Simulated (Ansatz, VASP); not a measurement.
One calculation of Mg7O, two programs

```
Mg O
1.0
     0.00000    3.93159    3.93159
     3.93159    0.00000    3.93159
     3.93159    3.93159    0.00000
Mg O
7 1
Direct
  0.00000 0.00000 0.50000
  0.50000 0.00000 0.50000
  0.00000 0.50000 0.50000
  0.50000 0.50000 0.00000
  0.00000 0.50000 0.00000
  0.50000 0.00000 0.00000
  0.50000 0.50000 0.50000
  0.00000 0.00000 0.00000
```

Change from the starting cell: species swapped into the Zn7Mo type (Fm-3m, No. 225).

Alike in both runs: task single point; functional PBE; k mesh 4 × 4 × 4; occupations gaussian, width 0.1 eV; collinear spin.

|  | VASP | Ansatz |
| --- | --- | --- |
| version | VASP 6.6.1 | Ansatz 0.2.0 |
| potentials or method | VASP PAW PBE potentials, release 64 (Mg, O) | scalar-relativistic, plane waves, PAW |
| plane-wave cutoff (eV) | 520 | 420 |
| valence electrons in the cell | 20 | 76 |

|  | VASP | Ansatz | Ansatz less VASP |
| --- | --- | --- | --- |
| gap on the k mesh at the Fermi level (eV) | none | none | - |
| pressure (GPa) | 20.7 | 20.7 | -0.07 |
| net moment per atom (μB) | 0.00 | 0.00 | 0.000 |

A gap of «none» marks a metal or a gap that the smearing closes. The two sets of potentials don't hold the same shells in valence. Ansatz warned: «seeded_moment_not_kept».

Caveats: so large a pressure means that the cell lies far from this level's equilibrium, or that cutoff or potentials fall short (VASP).
